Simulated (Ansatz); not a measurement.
# H started in the widest void in diamond Ge, 65 atoms, charge +2

Wanted: geometry, formation energy and gap levels of the defect, compared across PBEsol.

All numbers are computed with Ansatz 0.2.0 (PAW, plane waves).

## 1. The starting cell

65 atoms (64 Ge, 1 H); a = 11.351 Å, b = 11.351 Å, c = 11.351 Å, α = 90.00°, β = 90.00°, γ = 90.00°. All atoms were shaken off their sites by about 0.02 Å along each axis; atoms next to an added one may be pushed further to make room. Defect site 1: (0.375, 0.375, 0.375). Starting moments add up to 1 μB.

The runs, in order: (2) PBEsol relaxation at the single k point (¼, ¼, ¼), on 1 × NVIDIA GB200 with 8 threads of Arm Neoverse-V2.

## 2. Relaxation of the positions (PBEsol)

in.yaml reads:

```yaml
crystal:
  lattice:
    - [11.351184, 0.000000, 0.000000]
    - [0.000000, 11.351184, 0.000000]
    - [0.000000, 0.000000, 11.351184]
  atoms:
    - { symbol: Ge, position: [0.002811, 0.000478, 0.004628] }
    - { symbol: Ge, position: [0.998211, 0.999117, 0.502117] }
    - { symbol: Ge, position: [0.997700, 0.503598, 0.998379] }
    - { symbol: Ge, position: [0.998880, 0.498397, 0.501534] }
    - { symbol: Ge, position: [0.499718, 0.001991, 0.999065] }
    - { symbol: Ge, position: [0.499795, 0.999741, 0.503820] }
    - { symbol: Ge, position: [0.497413, 0.499928, 0.001075] }
    - { symbol: Ge, position: [0.501028, 0.497398, 0.502753], spin: 0.091 }
    - { symbol: Ge, position: [0.124799, 0.125557, 0.124623] }
    - { symbol: Ge, position: [0.125920, 0.124815, 0.628442] }
    - { symbol: Ge, position: [0.124786, 0.622634, 0.125213] }
    - { symbol: Ge, position: [0.124994, 0.622539, 0.625247] }
    - { symbol: Ge, position: [0.625303, 0.127866, 0.123990] }
    - { symbol: Ge, position: [0.624377, 0.122430, 0.627396] }
    - { symbol: Ge, position: [0.625435, 0.626695, 0.125843] }
    - { symbol: Ge, position: [0.630028, 0.624932, 0.624275] }
    - { symbol: Ge, position: [0.248048, 0.248104, 0.997878] }
    - { symbol: Ge, position: [0.251380, 0.249245, 0.500082], spin: 0.091 }
    - { symbol: Ge, position: [0.251838, 0.749938, 0.001125] }
    - { symbol: Ge, position: [0.250873, 0.746526, 0.499071] }
    - { symbol: Ge, position: [0.751839, 0.249606, 0.999951] }
    - { symbol: Ge, position: [0.750769, 0.251417, 0.502004] }
    - { symbol: Ge, position: [0.746116, 0.748887, 0.998798] }
    - { symbol: Ge, position: [0.748497, 0.748565, 0.497360] }
    - { symbol: Ge, position: [0.374118, 0.375615, 0.123165], spin: 0.091 }
    - { symbol: Ge, position: [0.378417, 0.373735, 0.625304], spin: 0.091 }
    - { symbol: Ge, position: [0.373204, 0.873324, 0.129611] }
    - { symbol: Ge, position: [0.370410, 0.876318, 0.626655] }
    - { symbol: Ge, position: [0.876320, 0.375377, 0.122137] }
    - { symbol: Ge, position: [0.874030, 0.373218, 0.624533] }
    - { symbol: Ge, position: [0.875805, 0.876390, 0.123880] }
    - { symbol: Ge, position: [0.876863, 0.877348, 0.621836] }
    - { symbol: Ge, position: [0.249270, 0.001639, 0.249374] }
    - { symbol: Ge, position: [0.250689, 0.997228, 0.752568] }
    - { symbol: Ge, position: [0.252070, 0.497271, 0.251708], spin: 0.091 }
    - { symbol: Ge, position: [0.249679, 0.500741, 0.748913] }
    - { symbol: Ge, position: [0.750961, 0.996644, 0.249683] }
    - { symbol: Ge, position: [0.748433, 0.000600, 0.750836] }
    - { symbol: Ge, position: [0.750015, 0.502169, 0.251662] }
    - { symbol: Ge, position: [0.749414, 0.502458, 0.752773] }
    - { symbol: Ge, position: [0.377037, 0.124301, 0.375053], spin: 0.091 }
    - { symbol: Ge, position: [0.376655, 0.125370, 0.873956] }
    - { symbol: Ge, position: [0.373698, 0.624428, 0.375586], spin: 0.091 }
    - { symbol: Ge, position: [0.373251, 0.623304, 0.874380] }
    - { symbol: Ge, position: [0.872875, 0.125001, 0.377823] }
    - { symbol: Ge, position: [0.872764, 0.123570, 0.873838] }
    - { symbol: Ge, position: [0.875335, 0.626960, 0.375096] }
    - { symbol: Ge, position: [0.876441, 0.625786, 0.872645] }
    - { symbol: Ge, position: [0.999688, 0.249328, 0.250151] }
    - { symbol: Ge, position: [0.000199, 0.249190, 0.747128] }
    - { symbol: Ge, position: [0.999345, 0.751147, 0.250301] }
    - { symbol: Ge, position: [0.001115, 0.751838, 0.747695] }
    - { symbol: Ge, position: [0.498774, 0.250031, 0.249815], spin: 0.091 }
    - { symbol: Ge, position: [0.501459, 0.247106, 0.746057] }
    - { symbol: Ge, position: [0.499879, 0.747685, 0.249309] }
    - { symbol: Ge, position: [0.499773, 0.750931, 0.748727] }
    - { symbol: Ge, position: [0.124857, 0.373033, 0.373993], spin: 0.091 }
    - { symbol: Ge, position: [0.123431, 0.376636, 0.877168] }
    - { symbol: Ge, position: [0.122444, 0.873797, 0.375059] }
    - { symbol: Ge, position: [0.127874, 0.875831, 0.873353] }
    - { symbol: Ge, position: [0.626925, 0.374840, 0.374516], spin: 0.091 }
    - { symbol: Ge, position: [0.626028, 0.372960, 0.874631] }
    - { symbol: Ge, position: [0.625646, 0.877197, 0.374760] }
    - { symbol: Ge, position: [0.623175, 0.877025, 0.876343] }
    - { symbol: H, position: [0.376062, 0.375598, 0.374809], spin: 0.091 }
  symmetry: { detect: false }
kpoints:
  mp_grid: { grid: [1, 1, 1], shift: [0.25, 0.25, 0.25] }
hamiltonian:
  xc: pbesol
total_charge: 2
magnetization:
  spin_polarized: true
scf:
  occupations: { method: fermi_dirac, width: 0.01 }
relax:
  f_tol: 0.03
  max_steps: 80
  escape_saddle: false
  adjacent_minimum: "off"
output:
  forces: true
  eigenvalues: true
  populations: true
  charged_corrections: { epsilon: 16 }
```

Started as:

```console
$ ansatz run in.yaml --threads 8 --pin off --max-ram 118750MiB --runs-dir r --events-out ev --progress --plain --backend cuda --devices 0, --max-vram 170GiB
```

**Question.** What will these runs give? Wanted: for each run, formation energy; host gap; moment.

The runs gave:

| level | time | formation energy (eV) | host gap (eV) | moment (μB) |
| --- | --- | --- | --- | --- |
| PBEsol, relaxation | 19 s (GPU) | 2.38 | 0.00 | 0.01 |

| quantity | value |
| --- | --- |
| relaxation | 11 recorded steps, 0.86 eV gained |
| largest shift | 0.57 Å (Ge35) |

**In words.** Relaxation gains 0.86 eV, with shifts up to 0.57 Å (Ge35). Spin–orbit coupling is left out, which matters for the band edges of the heavier elements here. The host's edges were read at Γ, so band-like levels at this k point need not coincide with them. Finite-cell errors of some tenths of an eV remain in such numbers. The dielectric constant of 16.0 in the correction is an assumed value.
